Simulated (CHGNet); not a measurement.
# Rutile RuO2

Computed with the machine-learned potential CHGNet 0.3.0 (trained on PBE and PBE+U data).

Cell (relaxed at this level):

```cif
data_O4Ru2
_chemical_formula_sum 'Ru2 O4'
_space_group_name_H-M_alt 'P42/mnm'
_space_group_IT_number 136
_space_group_name_Hall '-P 4n 2n'
_cell_length_a 4.51772
_cell_length_b 4.51772
_cell_length_c 3.16293
_cell_angle_alpha 90.000
_cell_angle_beta 90.000
_cell_angle_gamma 90.000
loop_
_atom_site_label
_atom_site_type_symbol
_atom_site_symmetry_multiplicity
_atom_site_Wyckoff_symbol
_atom_site_fract_x
_atom_site_fract_y
_atom_site_fract_z
_atom_site_occupancy
Ru1 Ru 2 a 0.00000 0.00000 0.00000 1
O1 O 4 f 0.30826 0.30826 0.00000 1
```

```json
{
  "lattice_constant_a": "4.518 Å",
  "c axis length": "3.163 Å"
}
```

Measured, for comparison: lattice constant a 4.497 Å, lattice parameter c 3.105 Å (room temperature, not corrected to a static lattice; as tabulated in Hiroi (2015), arXiv:1503.02262). Computed (rounded) less measured: lattice constant a +0.5 %, lattice parameter c +1.9 %.

A machine-learned potential is trained on density-functional data: it inherits that level's misses and adds fitting errors of its own.

Note: the model gives imaginary modes for this phase (in the spectrum interpolated from a supercell).
